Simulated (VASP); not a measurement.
# CoPtO2 (R-3m) in VASP: relaxation of the atoms with PBE

Aim: the relaxation of the atoms of CoPtO2 with PBE.

Everything below comes from runs of VASP 6.6.1. Logs are shortened: lines on timing, memory, paths and dates and some standing lists are left out, and cuts for length are marked.

### Step 1. The crystal as given

It takes space group R-3m (No. 166, trigonal). The conventional cell has a = 2.823 Å, b = 2.823 Å, c = 17.808 Å, α = 90.00°, β = 90.00°, γ = 120.00°. Co (site symmetry -3m) has 6 O at 1.90 Å as nearest neighbours. Pt (site symmetry -3m) has 2 O at 2.00 Å as nearest neighbours. Around O (site symmetry 3m) lie 3 Co at 1.90 Å and 1 Pt at 2.00 Å.

The cell is a database's computed one.

### Step 2. Relaxation of the atoms, PBE, collinear spin, ferromagnetic start

Input file INCAR:

```
ALGO = Fast ; EDIFF = 1E-6
EDIFFG = -0.02 ; ENCUT = 520
GGA = PE ; IBRION = 2
ISIF = 2 ; ISMEAR = -1
ISPIN = 2 ; LASPH = True
LCHARG = False ; LMAXMIX = 4
LORBIT = 11 ; LREAL = False
LWAVE = False ; MAGMOM = 2 0 0 0
NELM = 150 ; NSW = 60
PREC = Accurate ; SIGMA = 0.05
```

Input file KPOINTS:

```
k-points
0
Gamma
  10 10 10
```

Input file POSCAR:

```
CoPtO2
1.0
    1.4112950000      0.8148115482      5.9361333333
   -1.4112950000      0.8148115482      5.9361333333
    0.0000000000     -1.6296230963      5.9361333333
Co Pt O
1 1 2
Direct
    0.5000000000      0.5000000000      0.5000000000
    0.0000000000      0.0000000000      0.0000000000
    0.8877559700      0.8877559700      0.8877559700
    0.1122440300      0.1122440300      0.1122440300
```

Potentials or basis: VASP PAW PBE potentials, release 64 (Co, Pt, O).

Launch:

```console
cat potpaw_PBE.64/Co/POTCAR potpaw_PBE.64/Pt/POTCAR potpaw_PBE.64/O/POTCAR > POTCAR
mpirun -np 1 vasp_std > vasp.out
```

OUTCAR:

```text
EDIFF = 1E-6
   EDIFFG = -0.02
   ENCUT = 520
   GGA = PE
   IBRION = 2
   ISIF = 2
   ISMEAR = -1
   ISPIN = 2
   LASPH = True
   LORBIT = 11
   LREAL = False
   NELM = 150
   NSW = 60
   PREC = Accurate

 ion  position               nearest neighbor table
   1  0.500  0.500  0.500-   4 1.90   4 1.90   3 1.90   3 1.90   4 1.90   3 1.90
   2  0.000  0.000  0.000-   3 2.00   4 2.00
   3  0.888  0.888  0.888-   1 1.90   1 1.90   1 1.90   2 2.00
   4  0.112  0.112  0.112-   1 1.90   1 1.90   1 1.90   2 2.00

  LATTYP: Found a trigonal (rhomboedric) cell.
 ALAT       =     6.1557574990
 COS(alpha) =     0.8948758261

  Lattice vectors:

 A1 = (   1.4112950000,   0.8148115482,   5.9361333333)
 A2 = (  -1.4112950000,   0.8148115482,   5.9361333333)
 A3 = (   0.0000000000,  -1.6296230963,   5.9361333333)

Analysis of symmetry for initial positions (statically):
=====================================================================
 Subroutine PRICEL returns:
 Original cell was already a primitive cell.

 Routine SETGRP: Setting up the symmetry group for a
 trigonal (rhombohedral) supercell.

 Subroutine GETGRP returns: Found 12 space group operations
 (whereof 12 operations were pure point group operations)
 out of a pool of 12 trial point group operations.

The static configuration has the point symmetry D_3d.

Analysis of symmetry for dynamics (positions and initial velocities):
=====================================================================
 Subroutine PRICEL returns:
 Original cell was already a primitive cell.

 Routine SETGRP: Setting up the symmetry group for a
 trigonal (rhombohedral) supercell.

 Subroutine GETGRP returns: Found 12 space group operations
 (whereof 12 operations were pure point group operations)
 out of a pool of 12 trial point group operations.

The dynamic configuration has the point symmetry D_3d.

Analysis of structural, dynamic, and magnetic symmetry:
=====================================================================
 Subroutine PRICEL returns:
 Original cell was already a primitive cell.

 Routine SETGRP: Setting up the symmetry group for a
 trigonal (rhombohedral) supercell.

 Subroutine GETGRP returns: Found 12 space group operations
 (whereof 12 operations were pure point group operations)
 out of a pool of 12 trial point group operations.

The overall configuration has the point symmetry D_3d.

 Subroutine INISYM returns: Found 12 space group operations
 (whereof 12 operations are pure point group operations),
 and found     1 'primitive' translations

----------------------------------------------------------------------------------------

                                     Primitive cell

  volume of cell :      40.9572

  direct lattice vectors                    reciprocal lattice vectors
     1.411295000  0.814811548  5.936133333     0.354284540  0.204546275  0.056153276
    -1.411295000  0.814811548  5.936133333    -0.354284540  0.204546275  0.056153276
     0.000000000 -1.629623096  5.936133333     0.000000000 -0.409092549  0.056153276

  length of vectors
     6.155757499  6.155757499  6.155757499     0.412928449  0.412928449  0.412928449

  position of ions in fractional coordinates (direct lattice)
     0.500000000  0.500000000  0.500000000
     0.000000000  0.000000000  0.000000000
     0.887755970  0.887755970  0.887755970
     0.112244030  0.112244030  0.112244030
[... 103 lines left out ...]
   LORBIT       =     11    0 simple, 1 ext, 2 COOP (PROOUT), +10 PAW based schemes
   GGA     = PE    functional components
   LHFCALC =     F    Hartree Fock is set to
   AEXX    =    0.0000 exact exchange contribution
   IVDW    =     0    specifies the selected vdW correction
   LEPSILON=     F    determine dielectric tensor
   LRPA    =     F    only Hartree local field effects (RPA)
 conjugate gradient relaxation of ions
 spin polarized calculation
 RMM-DIIS sequential band-by-band and
  energy-cutoff  :      520.00
  volume of cell :       40.96
 maximum number of plane-waves:      1118
 NGX is ok and might be reduce to    48
   NGX = 23   NGY = 23   NGZ = 23

--------------------------------------- Ionic step        1  -------------------------------------------

 number of electron      30.9999999 magnetization      -0.0019530

 number of electron      30.9999999 magnetization       0.0000705

 Free energy of the ion-electron system (eV)
  ---------------------------------------------------
  ext. energy  EPLUGINS =         0.00000000
  ---------------------------------------------------
  free energy    TOTEN  =       -26.39857026 eV

  energy without entropy =      -26.38562171  energy(sigma->0) =      -26.39209599

------------------------ aborting loop because EDIFF is reached ----------------------------------------

  FORCE on cell =-STRESS in cart. coord.  units (eV):
  Direction    XX          YY          ZZ          XY          YZ          ZX
  --------------------------------------------------------------------------------------
  -------------------------------------------------------------------------------------
  Total        1.6508860      1.6508860      1.9640018      0.0000000      0.0000000      0.0000000
  in kB       64.5799617     64.5799617     76.8285423      0.0000000      0.0000000      0.0000000
  external PRESSURE =      68.6628219 kB  Pullay stress =       0.0000000 kB

 VOLUME and BASIS-vectors are now :
 -----------------------------------------------------------------------------
  energy-cutoff  :      520.00
  volume of cell :       40.96
      direct lattice vectors                 reciprocal lattice vectors
     1.411295000  0.814811548  5.936133333     0.354284540  0.204546275  0.056153276
    -1.411295000  0.814811548  5.936133333    -0.354284540  0.204546275  0.056153276
     0.000000000 -1.629623096  5.936133333     0.000000000 -0.409092549  0.056153276

 POSITION                                       TOTAL-FORCE (eV/Angst)
 -----------------------------------------------------------------------------------
      0.00000      0.00000      8.90420        -0.000000     -0.000000      0.000000
      0.00000      0.00000      0.00000         0.000000     -0.000000      0.000000
      0.00000      0.00000     15.80951         0.000000      0.000000      0.049968
      0.00000      0.00000      1.99889         0.000000     -0.000000     -0.049968
 -----------------------------------------------------------------------------------
    total drift:                                0.000000      0.000000     -0.000000

  FREE ENERGIE OF THE ION-ELECTRON SYSTEM (eV)
  ---------------------------------------------------
  free  energy   TOTEN  =       -26.3985702593 eV

  energy  without entropy=      -26.3856217129  energy(sigma->0) =      -26.39209599

--------------------------------------- Ionic step        2  -------------------------------------------

 number of electron      30.9999999 magnetization      -0.0000075

 Free energy of the ion-electron system (eV)
  ---------------------------------------------------
  ext. energy  EPLUGINS =         0.00000000
  ---------------------------------------------------
  free energy    TOTEN  =       -26.39864124 eV

  energy without entropy =      -26.38569314  energy(sigma->0) =      -26.39216719

 E-fermi :   8.7528     XC(G=0): -12.6982

 val. band max:        8.7350531857   @ k =  -0.3000   0.4000   0.3000
 cond. band min:       8.7774377396   @ k =  -0.4000  -0.4000   0.1000
 fundamental gap:      0.0423845540
 Fermi energy:         8.7528077195

 spin component 1

 k-point     1 :       0.0000    0.0000    0.0000
  band No.  band energies     occupation
      1     -12.8510      1.00000
      2     -10.9511      1.00000
      3      -0.9170      1.00000
      4       1.6908      1.00000
      5       2.2457      1.00000
      6       2.2457      1.00000
[... 541 lines left out ...]
     19      12.8350      0.00000
     20      17.8538      0.00000

 [... further k-points ...]

 spin component 2

 k-point     1 :       0.0000    0.0000    0.0000
  band No.  band energies     occupation
      1     -12.8510      1.00000
      2     -10.9511      1.00000
      3      -0.9170      1.00000
      4       1.6908      1.00000
      5       2.2456      1.00000
      6       2.2456      1.00000
[... 541 lines left out ...]
     19      12.8350      0.00000
     20      17.8538      0.00000

 [... further k-points ...]
[... 5 lines left out ...]
  --------------------------------------------------------------------------------------
  -------------------------------------------------------------------------------------
  Total        1.5974392      1.5974392      2.0101927      0.0000000      0.0000000      0.0000000
  in kB       62.4892103     62.4892103     78.6354542      0.0000000      0.0000000      0.0000000
  external PRESSURE =      67.8712916 kB  Pullay stress =       0.0000000 kB

 VOLUME and BASIS-vectors are now :
 -----------------------------------------------------------------------------
  energy-cutoff  :      520.00
  volume of cell :       40.96
      direct lattice vectors                 reciprocal lattice vectors
     1.411295000  0.814811548  5.936133333     0.354284540  0.204546275  0.056153276
    -1.411295000  0.814811548  5.936133333    -0.354284540  0.204546275  0.056153276
     0.000000000 -1.629623096  5.936133333     0.000000000 -0.409092549  0.056153276

 POSITION                                       TOTAL-FORCE (eV/Angst)
 -----------------------------------------------------------------------------------
      0.00000      0.00000      8.90420         0.000000      0.000000      0.000000
      0.00000      1.62962     11.87227         0.000000      0.000000      0.000000
      0.00000      0.00000     15.81192         0.000000     -0.000000     -0.019721
      0.00000      0.00000      1.99648         0.000000      0.000000      0.019721
 -----------------------------------------------------------------------------------
    total drift:                                0.000000     -0.000000     -0.000000

  FREE ENERGIE OF THE ION-ELECTRON SYSTEM (eV)
  ---------------------------------------------------
  free  energy   TOTEN  =       -26.3986412363 eV

  energy  without entropy=      -26.3856931414  energy(sigma->0) =      -26.39216719

 reached required accuracy - stopping structural energy minimisation

 total charge

# of ion       s       p       d       tot
------------------------------------------
    1        0.432   0.669   7.363   8.464
    2        0.654   0.582   8.004   9.239
    3        1.557   3.460   0.000   5.017
    4        1.557   3.460   0.000   5.017
--------------------------------------------------
tot          4.199   8.171  15.367  27.737

 magnetization (x)

# of ion       s       p       d       tot
------------------------------------------
    1       -0.000  -0.000   0.000  -0.000
    2       -0.000  -0.000  -0.000  -0.000
    3       -0.000  -0.000   0.000  -0.000
    4       -0.000  -0.000   0.000  -0.000
--------------------------------------------------
tot         -0.000  -0.000  -0.000  -0.000
```

Wall time 11 min (1 thread of AMD EPYC 9R45 (Zen 5), shared host); peak memory 0.51 GiB.

Results:

```yaml
Free_energy: -26.3986 eV
Energy_gained_by_relaxing: 0.0 meV/atom
Ionic_steps: 2
Pressure_after_relaxing: 6.8 GPa
Largest_force_after_relaxing: 0.020 eV/Å
Band_gap_on_the_k_mesh: none (metal or under the smearing width)
Net_moment: 0.00 μB per cell
Valence_electrons_inside_the_program's_atomic_spheres: Co 8.46; Pt 9.24; O 5.02
```

Forces on the atoms (eV/Å):
```
Co   0.000  0.000  0.000
Pt   0.000  0.000  0.000
O    0.000  0.000 -0.020
O    0.000  0.000  0.020
```

Final structure:
```xyz
4
Lattice="1.4113 0.8148 5.9361 -1.4113 0.8148 5.9361 0.0000 -1.6296 5.9361" Properties=species:S:1:pos:R:3 pbc="T T T"
Co    0.0000    0.0000    8.9042
Pt    0.0000    1.6296   11.8723
O     0.0000    0.0000   15.8119
O     0.0000    0.0000    1.9965
```

Levels at points of the mesh, in eV from the Fermi level:
Spin up:
| k point | band 14 | band 15 | band 16 | band 17 | band 18 | band 19 |
| --- | --- | --- | --- | --- | --- | --- |
| (0.00, 0.00, 0.00) | -1.61 | -1.61 | -1.53 | 1.87 | 1.87 | 2.82 |
| (0.50, 0.00, 0.00) | -1.00 | 0.02 | 1.05 | 1.32 | 1.34 | 2.51 |
| (0.50, 0.50, 0.00) | -1.03 | 0.02 | 0.18 | 1.76 | 2.25 | 2.51 |
| (0.50, 0.50, 0.50) | -0.89 | -0.73 | -0.73 | 1.44 | 1.44 | 4.04 |
Spin down:
| k point | band 12 | band 13 | band 14 | band 15 | band 16 | band 17 | band 18 | band 19 | band 20 |
| --- | --- | --- | --- | --- | --- | --- | --- | --- | --- |
| (0.00, 0.00, 0.00) | -1.94 | -1.94 | -1.61 | -1.61 | -1.53 | 1.87 | 1.87 | 2.82 | 5.57 |
| (0.50, 0.00, 0.00) | -1.43 | -1.24 | -1.00 | 0.02 | 1.05 | 1.32 | 1.34 | 2.51 | 7.15 |
| (0.50, 0.50, 0.00) | -1.86 | -1.24 | -1.03 | 0.02 | 0.18 | 1.76 | 2.25 | 2.51 | 7.82 |
| (0.50, 0.50, 0.50) | -1.86 | -1.86 | -0.89 | -0.73 | -0.73 | 1.44 | 1.44 | 4.04 | 4.56 |

Caveat: the starting moments collapsed, and a magnetic state may lie lower; semilocal functionals often make such compounds metallic where correlation or magnetic order opens a gap, which also shifts bond lengths.
